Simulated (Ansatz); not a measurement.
**CdS: input, output and frames of a trajectory**

These are results of DFT PBE, scalar-relativistic, plane waves, PAW (Ansatz 0.2.0), not measurements. Cutoff 420 eV, shifted (0.5, 0.5, 0.5 steps) 2×2×2 k-points, Fermi–Dirac smearing of 0.1 eV. The mesh is coarse. No spin polarisation.

16 atoms, starting at 1.04 times the perfect crystal's volume (space group P6_3mc, the cell as given, not relaxed at this level); Langevin thermostat and barostat at 1200 K (friction 0.02 fs⁻¹), target pressure 0 GPa; 20 steps of 3 fs. The run is short and not equilibrated. The steps keep the starting cell's plane waves.

The run converged.

Command:
```bash
ansatz run input.yaml --threads 4 --pin off --max-ram 5120MiB --backend cpu --events-out ev --progress --plain --runs-dir out
```

Input:
```yaml
crystal:
  lattice:
    - [-2.0946053479, -3.6279628844, -6.8378128164]
    - [-2.0946053479, -3.6279628844, 6.8378128164]
    - [-4.1892106958, 7.2559257688, 0.0]
  atoms:
    - { symbol: Cd, position: [0.3333333333, 0.3333333333, 0.1666666667] }
    - { symbol: Cd, position: [0.3333333333, 0.3333333333, 0.6666666667] }
    - { symbol: Cd, position: [0.8333333333, 0.8333333333, 0.1666666667] }
    - { symbol: Cd, position: [0.8333333333, 0.8333333333, 0.6666666667] }
    - { symbol: Cd, position: [0.9166666667, 0.4166666667, 0.8333333333] }
    - { symbol: Cd, position: [0.9166666667, 0.4166666667, 0.3333333333] }
    - { symbol: Cd, position: [0.4166666667, 0.9166666667, 0.8333333333] }
    - { symbol: Cd, position: [0.4166666667, 0.9166666667, 0.3333333333] }
    - { symbol: S, position: [0.1408333333, 0.5258333333, 0.1666666667] }
    - { symbol: S, position: [0.1408333333, 0.5258333333, 0.6666666667] }
    - { symbol: S, position: [0.6408333333, 0.0258333333, 0.1666666667] }
    - { symbol: S, position: [0.6408333333, 0.0258333333, 0.6666666667] }
    - { symbol: S, position: [0.7241666667, 0.6091666667, 0.8333333333] }
    - { symbol: S, position: [0.7241666667, 0.6091666667, 0.3333333333] }
    - { symbol: S, position: [0.2241666667, 0.1091666667, 0.8333333333] }
    - { symbol: S, position: [0.2241666667, 0.1091666667, 0.3333333333] }
basis:
  ecutwfc: 420
kpoints:
  mp_grid: { grid: [2, 2, 2], shift: [0.5, 0.5, 0.5] }
hamiltonian:
  xc: pbe
scf:
  occupations: { method: fermi_dirac, width: 0.1034 }
  lower_state_search: "off"
  convergence: { dr2_threshold: 1.0e-07 }
output:
  forces: true
  stress: true
md:
  timestep: 3.0
  n_steps: 20
  ensemble: npt_langevin
  temperature: 1200.0
  initial_velocities: maxwell_boltzmann
  seed: 36285
  friction: 0.02
  pressure: 0.0
```

Output (its end):
```
...
Fermi energy:    7.313742 eV
--- Per-component energies (eV) ---
  E_band       = -4197.283812
  E_kinetic    = 4889.609304
  E_local      = -32976.734499  (includes V_loc(G=0)·N_el)
  E_nonlocal   = 497.458186
  E_hartree    = 15112.107613
  E_xc         = -2187.943714
  E_vxc        = -2468.423389  (∫ρ·V_xc dr)
  E_paw        = -37470.683599  (= ΣΔE_a)
  E_vpaw       = -4363.409932  (= ΣTr[D̂ρ^β])
  E_aug_tail   = 0.000121  (compensation charges beyond the density's cutoff)
  E_ewald      = -21124.343134
  E_smearing   = -0.000032  (= −TS)
  E_closure    = -0.000000  (closes the sum)
  Σ components = -73260.529755   (vs F -73260.529755, Δ=0.00e0)
--- Forces (eV/Å), atoms counted from 1 ---
  atom   1  Cd     0.11858236     0.28793740     0.09899983
  atom   2  Cd     0.65357788    -0.52247606    -0.29220084
  atom   3  Cd     1.46820977     1.93011663     1.34707170
  atom   4  Cd     0.92286451    -0.39791891     0.64507111
  atom   5  Cd     0.39606019     2.10865918     0.57496476
  atom   6  Cd     0.56080506     0.35825223     0.52716647
  atom   7  Cd    -0.73897681     0.11669604    -0.26472362
  atom   8  Cd    -0.83173083     1.39261784     0.98968408
  atom   9  S      1.01123985     0.66205432    -1.16091986
  atom  10  S     -0.29300544    -2.01459376    -0.22704166
  atom  11  S      0.48185333    -2.73855720    -1.21603550
  atom  12  S     -0.21376955     0.45645872    -0.05748789
  atom  13  S      0.50075458    -0.15664536     0.00478275
  atom  14  S     -0.15452039    -0.15099675     0.12814917
  atom  15  S     -0.38741732     0.24303127    -0.24832868
  atom  16  S     -3.49450912    -1.57463064    -0.84915589
  max |Σ_I F_I| component: 1.81e-5 eV/Å
--- Stress (GPa, compression-positive) ---
        1.780076       2.042968       0.468831
        2.042968       3.325172       1.153644
        0.468831       1.153644      -0.803153
  P = ⅓ Tr σ = 1.4340 GPa (14.340 kbar)
--- MD trajectory: 20 steps, t = 0.0 → 60.0 fs ---
  final state: T = 1036.7 K   F+E_penalty+E_count = -73260.52961167 eV   E_kin = 2.144024 eV
  conserved energy: peak-to-peak 6.125e-3 eV (3.828e-4 eV/atom) over 60.0 fs
  cell: V = 419.1208 Å³ at the end; means of 21 rows, the approach among them: V = 416.6062 Å³, P_inst = 1.4937 GPa
  mean static stress (GPa): xx 1.7801  yy 1.9797  zz -0.7396  yz 0.4392  xz 0.1879  xy 1.5927
  the result is of one more SCF, on plane waves selected at the last cell: its energy does not rank with the rows'
```

Frames along the run (Å, eV/Å; dE is the potential energy from the first frame):

```xyz
16
Lattice="-2.095 -3.628 -6.838 -2.095 -3.628 6.838 -4.189 7.256 0.000" Properties=species:S:1:pos:R:3:forces:R:3 pbc="T T T" time_fs=0.00 dE_eV=0.0000 T_K=1125
Cd   -2.095   -1.209    0.000    0.009   -0.005    0.221
Cd   -4.189    2.419    0.000    0.009   -0.005    0.221
Cd   -4.189   -4.837    0.000    0.009   -0.005    0.221
Cd   -6.284   -1.209    0.000    0.009   -0.005    0.221
Cd   -6.284    1.209   -3.419   -0.009    0.005    0.221
Cd   -4.189   -2.419   -3.419   -0.009    0.005    0.221
Cd   -6.284    1.209    3.419   -0.009    0.005    0.221
Cd   -4.189   -2.419    3.419   -0.009    0.005    0.221
S    -2.095   -1.209    2.633   -0.003    0.002   -0.221
S    -4.189    2.419    2.633   -0.003    0.002   -0.221
S    -2.095   -1.209   -4.205   -0.003    0.002   -0.221
S    -4.189    2.419   -4.205   -0.003    0.002   -0.221
S    -6.284    1.209   -0.786    0.003   -0.002   -0.221
S    -4.189   -2.419   -0.786    0.003   -0.002   -0.221
S    -4.189    4.837   -0.786    0.003   -0.002   -0.221
S    -2.095    1.209   -0.786    0.003   -0.002   -0.221
16
Lattice="-2.094 -3.627 -6.836 -2.094 -3.627 6.836 -4.188 7.254 0.000" Properties=species:S:1:pos:R:3:forces:R:3 pbc="T T T" time_fs=6.00 dE_eV=0.1095 T_K=981
Cd   -2.116   -1.192    0.003    0.209   -0.019    0.327
Cd   -4.177    2.432    0.016    0.025   -0.002    0.079
Cd   -4.167   -4.843    0.022   -0.140    0.097    0.224
Cd   -6.299   -1.187    0.003    0.214   -0.100    0.104
Cd   -6.306    1.203   -3.416    0.218   -0.145    0.349
Cd   -4.196   -2.427   -3.436   -0.253    0.007    0.407
Cd   -6.262    1.184    3.430   -0.184    0.103    0.158
Cd   -4.163   -2.423    3.390   -0.318   -0.006    0.326
S    -2.076   -1.216    2.709   -0.208    0.035   -0.634
S    -4.189    2.415    2.594   -0.098   -0.007    0.092
S    -2.163   -1.229   -4.164    0.614    0.140   -0.400
S    -4.229    2.409   -4.237    0.261   -0.039    0.009
S    -6.269    1.230   -0.765    0.006   -0.079   -0.345
S    -4.148   -2.406   -0.795   -0.392   -0.117   -0.104
S    -4.181    4.843   -0.775   -0.086    0.045   -0.272
S    -2.101    1.211   -0.768    0.132    0.087   -0.320
16
Lattice="-2.094 -3.627 -6.836 -2.094 -3.627 6.836 -4.188 7.254 0.000" Properties=species:S:1:pos:R:3:forces:R:3 pbc="T T T" time_fs=9.00 dE_eV=0.2008 T_K=868
Cd   -2.126   -1.183    0.005    0.253   -0.067    0.368
Cd   -4.174    2.442    0.024    0.048   -0.002   -0.051
Cd   -4.157   -4.849    0.029   -0.197    0.179    0.218
Cd   -6.307   -1.172    0.010    0.292   -0.154    0.035
Cd   -6.314    1.199   -3.412    0.309   -0.185    0.367
Cd   -4.202   -2.431   -3.447   -0.351    0.026    0.485
Cd   -6.248    1.172    3.437   -0.241    0.147    0.142
Cd   -4.152   -2.426    3.380   -0.439   -0.035    0.359
S    -2.072   -1.216    2.741   -0.280    0.032   -0.769
S    -4.189    2.419    2.571   -0.140   -0.036    0.272
S    -2.185   -1.240   -4.148    0.840    0.226   -0.485
S    -4.245    2.408   -4.254    0.357   -0.060    0.153
S    -6.262    1.233   -0.765    0.023   -0.045   -0.359
S    -4.139   -2.392   -0.800   -0.515   -0.234   -0.051
S    -4.181    4.857   -0.768   -0.103   -0.013   -0.310
S    -2.101    1.204   -0.756    0.142    0.221   -0.374
16
Lattice="-2.094 -3.627 -6.835 -2.094 -3.627 6.835 -4.188 7.253 0.000" Properties=species:S:1:pos:R:3:forces:R:3 pbc="T T T" time_fs=15.00 dE_eV=0.4357 T_K=924
Cd   -2.140   -1.166    0.008    0.339   -0.174    0.455
Cd   -4.163    2.460    0.045    0.047    0.086   -0.366
Cd   -4.133   -4.857    0.036   -0.278    0.316    0.234
Cd   -6.316   -1.151    0.022    0.437   -0.174   -0.080
Cd   -6.330    1.191   -3.408    0.429   -0.177    0.369
Cd   -4.222   -2.440   -3.470   -0.444    0.134    0.615
Cd   -6.226    1.146    3.452   -0.306    0.267    0.116
Cd   -4.122   -2.439    3.364   -0.719   -0.150    0.417
S    -2.076   -1.207    2.787   -0.268   -0.063   -0.948
S    -4.190    2.427    2.542   -0.231   -0.062    0.538
S    -2.208   -1.270   -4.118    1.123    0.463   -0.629
S    -4.275    2.423   -4.280    0.514   -0.235    0.379
S    -6.251    1.238   -0.778    0.121    0.053   -0.328
S    -4.121   -2.356   -0.813   -0.749   -0.497    0.025
S    -4.178    4.912   -0.773   -0.139   -0.338   -0.266
S    -2.091    1.188   -0.720    0.124    0.552   -0.531
16
Lattice="-2.095 -3.628 -6.839 -2.095 -3.628 6.839 -4.190 7.257 0.000" Properties=species:S:1:pos:R:3:forces:R:3 pbc="T T T" time_fs=21.00 dE_eV=0.6974 T_K=806
Cd   -2.159   -1.162    0.009    0.499   -0.064    0.530
Cd   -4.152    2.487    0.063    0.037    0.094   -0.621
Cd   -4.117   -4.862    0.036   -0.283    0.467    0.300
Cd   -6.331   -1.142    0.030    0.658   -0.072   -0.061
Cd   -6.335    1.178   -3.409    0.401   -0.022    0.349
Cd   -4.254   -2.445   -3.498   -0.436    0.139    0.675
Cd   -6.208    1.119    3.462   -0.397    0.515    0.187
Cd   -4.101   -2.450    3.354   -0.956   -0.310    0.490
S    -2.095   -1.210    2.807   -0.042   -0.053   -1.007
S    -4.202    2.440    2.540   -0.288   -0.090    0.566
S    -2.233   -1.291   -4.092    1.332    0.629   -0.736
S    -4.294    2.457   -4.279    0.548   -0.556    0.340
S    -6.258    1.243   -0.800    0.347    0.152   -0.206
S    -4.105   -2.310   -0.834   -1.047   -0.779    0.056
S    -4.172    4.985   -0.779   -0.271   -0.727   -0.255
S    -2.056    1.193   -0.685   -0.102    0.676   -0.607
16
Lattice="-2.096 -3.630 -6.841 -2.096 -3.630 6.841 -4.191 7.259 0.000" Properties=species:S:1:pos:R:3:forces:R:3 pbc="T T T" time_fs=24.00 dE_eV=0.8263 T_K=684
Cd   -2.170   -1.165    0.006    0.604    0.053    0.551
Cd   -4.148    2.504    0.072    0.030    0.067   -0.672
Cd   -4.109   -4.865    0.035   -0.255    0.521    0.329
Cd   -6.338   -1.132    0.031    0.780   -0.057    0.008
Cd   -6.336    1.171   -3.413    0.361    0.100    0.344
Cd   -4.268   -2.445   -3.505   -0.416    0.087    0.658
Cd   -6.203    1.108    3.468   -0.424    0.608    0.218
Cd   -4.091   -2.457    3.356   -1.137   -0.419    0.541
S    -2.114   -1.218    2.825    0.209    0.077   -1.060
S    -4.207    2.448    2.548   -0.319   -0.148    0.495
S    -2.243   -1.295   -4.079    1.397    0.645   -0.780
S    -4.297    2.467   -4.278    0.527   -0.666    0.305
S    -6.260    1.237   -0.809    0.436    0.283   -0.155
S    -4.104   -2.291   -0.847   -1.144   -0.886    0.088
S    -4.161    5.013   -0.779   -0.426   -0.862   -0.270
S    -2.040    1.206   -0.669   -0.223    0.597   -0.599
16
Lattice="-2.096 -3.631 -6.844 -2.096 -3.631 6.844 -4.193 7.262 0.000" Properties=species:S:1:pos:R:3:forces:R:3 pbc="T T T" time_fs=30.00 dE_eV=1.0920 T_K=742
Cd   -2.195   -1.159   -0.002    0.822    0.225    0.562
Cd   -4.142    2.530    0.085    0.060    0.007   -0.649
Cd   -4.083   -4.871    0.039   -0.171    0.634    0.396
Cd   -6.354   -1.117    0.024    1.097    0.015    0.192
Cd   -6.336    1.154   -3.425    0.327    0.398    0.331
Cd   -4.293   -2.445   -3.506   -0.264    0.015    0.611
Cd   -6.190    1.089    3.474   -0.499    0.747    0.328
Cd   -4.072   -2.467    3.365   -1.446   -0.569    0.623
S    -2.145   -1.230    2.857    0.670    0.335   -1.166
S    -4.213    2.460    2.580   -0.380   -0.276    0.196
S    -2.257   -1.283   -4.048    1.435    0.517   -0.844
S    -4.290    2.481   -4.282    0.433   -0.835    0.270
S    -6.255    1.226   -0.831    0.569    0.510   -0.043
S    -4.104   -2.266   -0.867   -1.239   -1.020    0.156
S    -4.128    5.047   -0.766   -0.903   -1.093   -0.396
S    -1.997    1.240   -0.641   -0.511    0.390   -0.565
16
Lattice="-2.097 -3.631 -6.844 -2.097 -3.631 6.844 -4.193 7.263 0.000" Properties=species:S:1:pos:R:3:forces:R:3 pbc="T T T" time_fs=36.00 dE_eV=1.3287 T_K=770
Cd   -2.205   -1.149    0.000    0.922    0.290    0.528
Cd   -4.134    2.558    0.091    0.157   -0.100   -0.573
Cd   -4.049   -4.885    0.046   -0.032    0.800    0.475
Cd   -6.366   -1.093    0.007    1.419    0.093    0.403
Cd   -6.343    1.139   -3.438    0.362    0.762    0.331
Cd   -4.314   -2.438   -3.508   -0.099   -0.075    0.665
Cd   -6.172    1.081    3.478   -0.602    0.707    0.374
Cd   -4.048   -2.481    3.385   -1.668   -0.634    0.682
S    -2.168   -1.233    2.861    1.040    0.558   -1.210
S    -4.216    2.473    2.611   -0.430   -0.430   -0.130
S    -2.274   -1.262   -4.030    1.486    0.322   -0.848
S    -4.263    2.483   -4.293    0.282   -0.851    0.329
S    -6.231    1.226   -0.851    0.635    0.677    0.004
S    -4.111   -2.248   -0.858   -1.187   -1.084    0.091
S    -4.090    5.053   -0.749   -1.382   -1.233   -0.557
S    -1.934    1.262   -0.621   -0.902    0.198   -0.563
16
Lattice="-2.097 -3.631 -6.844 -2.097 -3.631 6.844 -4.193 7.263 0.000" Properties=species:S:1:pos:R:3:forces:R:3 pbc="T T T" time_fs=39.00 dE_eV=1.4282 T_K=802
Cd   -2.205   -1.144    0.006    0.935    0.345    0.506
Cd   -4.131    2.572    0.090    0.202   -0.178   -0.518
Cd   -4.035   -4.890    0.047    0.067    0.893    0.517
Cd   -6.377   -1.082   -0.005    1.508    0.093    0.525
Cd   -6.347    1.129   -3.443    0.353    0.970    0.324
Cd   -4.322   -2.433   -3.511   -0.009   -0.079    0.735
Cd   -6.164    1.078    3.480   -0.649    0.657    0.358
Cd   -4.039   -2.491    3.395   -1.724   -0.611    0.706
S    -2.184   -1.224    2.865    1.228    0.557   -1.217
S    -4.216    2.477    2.622   -0.479   -0.496   -0.271
S    -2.280   -1.251   -4.019    1.500    0.193   -0.853
S    -4.245    2.478   -4.292    0.183   -0.827    0.300
S    -6.216    1.227   -0.859    0.627    0.734    0.027
S    -4.116   -2.239   -0.842   -1.159   -1.106    0.007
S    -4.082    5.042   -0.747   -1.490   -1.195   -0.577
S    -1.906    1.276   -0.611   -1.094    0.049   -0.568
16
Lattice="-2.097 -3.632 -6.845 -2.097 -3.632 6.845 -4.193 7.263 0.000" Properties=species:S:1:pos:R:3:forces:R:3 pbc="T T T" time_fs=45.00 dE_eV=1.5220 T_K=954
Cd   -2.212   -1.142    0.014    0.841    0.463    0.428
Cd   -4.126    2.587    0.084    0.304   -0.329   -0.477
Cd   -4.004   -4.900    0.040    0.255    1.164    0.702
Cd   -6.401   -1.062   -0.032    1.404    0.009    0.635
Cd   -6.353    1.105   -3.450    0.329    1.370    0.348
Cd   -4.342   -2.427   -3.506    0.227    0.023    0.771
Cd   -6.146    1.078    3.491   -0.751    0.392    0.199
Cd   -4.027   -2.512    3.420   -1.587   -0.264    0.743
S    -2.200   -1.206    2.863    1.330    0.450   -1.207
S    -4.220    2.490    2.616   -0.520   -0.758   -0.352
S    -2.290   -1.203   -4.001    1.351   -0.372   -0.877
S    -4.215    2.442   -4.291    0.044   -0.485    0.284
S    -6.198    1.249   -0.869    0.703    0.584    0.009
S    -4.141   -2.239   -0.818   -0.988   -0.988   -0.079
S    -4.103    5.007   -0.745   -1.307   -0.866   -0.528
S    -1.843    1.315   -0.597   -1.634   -0.394   -0.600
16
Lattice="-2.098 -3.634 -6.848 -2.098 -3.634 6.848 -4.196 7.267 0.000" Properties=species:S:1:pos:R:3:forces:R:3 pbc="T T T" time_fs=51.00 dE_eV=1.6916 T_K=1092
Cd   -2.222   -1.140    0.015    0.547    0.408    0.284
Cd   -4.128    2.599    0.075    0.411   -0.489   -0.442
Cd   -3.982   -4.928    0.035    0.608    1.513    0.970
Cd   -6.426   -1.035   -0.057    1.278   -0.140    0.737
Cd   -6.364    1.081   -3.460    0.334    1.787    0.428
Cd   -4.365   -2.428   -3.494    0.462    0.215    0.648
Cd   -6.137    1.066    3.512   -0.790    0.186    0.033
Cd   -4.022   -2.530    3.453   -1.321    0.401    0.837
S    -2.202   -1.209    2.852    1.281    0.527   -1.221
S    -4.245    2.520    2.594   -0.387   -1.320   -0.353
S    -2.268   -1.136   -3.986    0.881   -1.416   -0.972
S    -4.190    2.385   -4.277   -0.054   -0.050    0.190
S    -6.187    1.275   -0.884    0.808    0.402   -0.003
S    -4.190   -2.269   -0.825   -0.570   -0.655    0.028
S    -4.126    4.975   -0.737   -1.105   -0.486   -0.519
S    -1.776    1.351   -0.604   -2.383   -0.884   -0.643
16
Lattice="-2.099 -3.635 -6.851 -2.099 -3.635 6.851 -4.197 7.270 0.000" Properties=species:S:1:pos:R:3:forces:R:3 pbc="T T T" time_fs=54.00 dE_eV=1.8489 T_K=1053
Cd   -2.225   -1.136    0.014    0.386    0.358    0.210
Cd   -4.131    2.601    0.066    0.467   -0.528   -0.409
Cd   -3.974   -4.947    0.033    0.844    1.695    1.125
Cd   -6.438   -1.022   -0.068    1.175   -0.232    0.732
Cd   -6.370    1.073   -3.470    0.344    1.952    0.491
Cd   -4.375   -2.435   -3.490    0.537    0.276    0.602
Cd   -6.138    1.054    3.522   -0.764    0.179   -0.058
Cd   -4.023   -2.535    3.468   -1.215    0.746    0.907
S    -2.202   -1.221    2.848    1.270    0.644   -1.245
S    -4.251    2.535    2.580   -0.369   -1.629   -0.334
S    -2.260   -1.105   -3.973    0.683   -1.970   -1.061
S    -4.182    2.359   -4.267   -0.094    0.125    0.103
S    -6.179    1.294   -0.894    0.821    0.243   -0.003
S    -4.214   -2.291   -0.827   -0.390   -0.466    0.078
S    -4.146    4.962   -0.742   -0.910   -0.263   -0.461
S    -1.747    1.371   -0.612   -2.785   -1.129   -0.679
16
Lattice="-2.100 -3.638 -6.857 -2.100 -3.638 6.857 -4.201 7.276 0.000" Properties=species:S:1:pos:R:3:forces:R:3 pbc="T T T" time_fs=60.00 dE_eV=2.1237 T_K=1037
Cd   -2.228   -1.129    0.011    0.119    0.288    0.099
Cd   -4.149    2.601    0.044    0.654   -0.522   -0.292
Cd   -3.963   -4.976    0.029    1.468    1.930    1.347
Cd   -6.462   -1.006   -0.089    0.923   -0.398    0.645
Cd   -6.381    1.061   -3.493    0.396    2.109    0.575
Cd   -4.393   -2.452   -3.482    0.561    0.358    0.527
Cd   -6.138    1.035    3.535   -0.739    0.117   -0.265
Cd   -4.032   -2.547    3.499   -0.832    1.393    0.990
S    -2.190   -1.240    2.810    1.011    0.662   -1.161
S    -4.269    2.552    2.545   -0.293   -2.015   -0.227
S    -2.263   -1.066   -3.954    0.482   -2.739   -1.216
S    -4.157    2.305   -4.252   -0.214    0.456   -0.057
S    -6.140    1.338   -0.917    0.501   -0.157    0.005
S    -4.256   -2.334   -0.830   -0.155   -0.151    0.128
S    -4.210    4.933   -0.773   -0.387    0.243   -0.248
S    -1.708    1.418   -0.614   -3.495   -1.575   -0.849
```